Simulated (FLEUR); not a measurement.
**Li2O under changes of volume**

One of the cells (8.399 Å³/atom); the others are scaled copies at fixed shape and fractional positions:

```
O Li
1.0
     0.00000    2.32685    2.32685
     2.32685    0.00000    2.32685
     2.32685    2.32685    0.00000
O Li
1 2
Direct
  0.00000 0.00000 0.00000
  0.25000 0.25000 0.25000
  0.75000 0.75000 0.75000
```

The cell comes from a database or a generator and needn't be the stable form of this composition.

```yaml
Program: FLEUR MaX-R8.1 (patched build s14)
Functional: PBE
Potentials_or_basis: all-electron
Basis: FLAPW
Kmax: 4.09 1/bohr
k_mesh: 10 × 10 × 10
Occupations: fermi-dirac, width 0.05 eV
Spin: no spin polarisation
```

```csv
volume (Å³/atom),energy over the lowest point (meV/atom),gap on the mesh (eV)
7.895,?,?
8.063,0.79,5.02
8.231,0.00,4.98
8.399,0.64,4.94
8.567,3.13,4.90
8.735,7.02,4.82
8.903,11.93,4.69
```

Question: What does the run at 7.895 Å³/atom give?

Answer: Energy over the lowest point 3.50 meV/atom; gap on the mesh 5.06 eV.

Worked out: A Birch-Murnaghan fit of order 3 (a polynomial in V^(-2/3)) to the other rows has its minimum at 8.23 Å³/atom with B0 = V·E''(V) = 83 GPa and B' = 5.0. It gives 3.75 meV/atom at 7.895 Å³/atom, against the run's 3.50. A parabola through the other rows of the gap, of slope 0.977 eV per unit of ln V there, extrapolates to 5.00 eV, against the run's 5.06.

Energies are extrapolated to zero smearing.

A mesh can miss the band edges.
